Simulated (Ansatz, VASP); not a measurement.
La in VASP and in Ansatz

Contents of POSCAR:

```
La
1.0
   -2.0878269777      2.0878269777      2.0878269777
    2.0878269777     -2.0878269777      2.0878269777
    2.0878269777      2.0878269777     -2.0878269777
La
1
Direct
    0.0000000000      0.0000000000      0.0000000000
```

The input INCAR.step1:

```
SYSTEM = La
ALGO = Normal
EDIFF = 1E-4
ENCUT = 520
GGA = PE
ISMEAR = -1
LASPH = .True.
LCHARG = .False.
LREAL = .False.
LWAVE = .True.
NBANDS = 12
NELM = 80
PREC = Accurate
SIGMA = 0.1
```

Contents of INCAR.step2:

```
SYSTEM = La
ALGO = Normal
EDIFF = 1E-6
ENCUT = 520
ISIF = 2
ISMEAR = -1
ISTART = 1
LASPH = .True.
LCHARG = .True.
LELF = .True.
LMIXTAU = .True.
LREAL = .False.
LVHAR = .True.
LWAVE = .False.
METAGGA = R2SCAN
NBANDS = 12
NELM = 80
PREC = Accurate
SIGMA = 0.1
```

Contents of KPOINTS:

```
k-points
0
Gamma
  8 8 8
  0 0 0
```

Input for Ansatz:

```yaml
crystal:
  lattice:
    - [-2.087826977745649, 2.087826977745649, 2.087826977745649]
    - [2.087826977745649, -2.087826977745649, 2.087826977745649]
    - [2.087826977745649, 2.087826977745649, -2.087826977745649]
  atoms:
    - { symbol: La, position: [0.0, 0.0, 0.0] }
basis:
  ecutwfc: 571.4391111657479
kpoints:
  mp_grid:
    grid: [8, 8, 8]
hamiltonian:
  xc: r2scan
scf:
  occupations:
    method: fermi_dirac
output:
  stress: true
```

This isn't the form of La at room conditions, which is double hcp.

Alike in both runs: task single point; functional r2SCAN; k mesh 8 × 8 × 8; no spin polarisation.

```csv
,VASP,Ansatz
version,VASP 6.6.1,Ansatz 0.2.0
potentials or method,"VASP PAW PBE potentials, release 64 (La)","plane waves, PAW"
plane-wave cutoff (eV),520,571
occupations,"fermi-dirac, width 0.1 eV",fermi-dirac
valence electrons in the cell,11,11
```

|  | VASP | Ansatz | Ansatz less VASP |
| --- | --- | --- | --- |
| pressure (GPa) | 1.3 | 1.3 | -0.05 |

Caveats: the PAW data sets were made with another functional, which shifts forces and pressure a little (VASP). Spin-orbit coupling is left out, which matters for the levels of La.
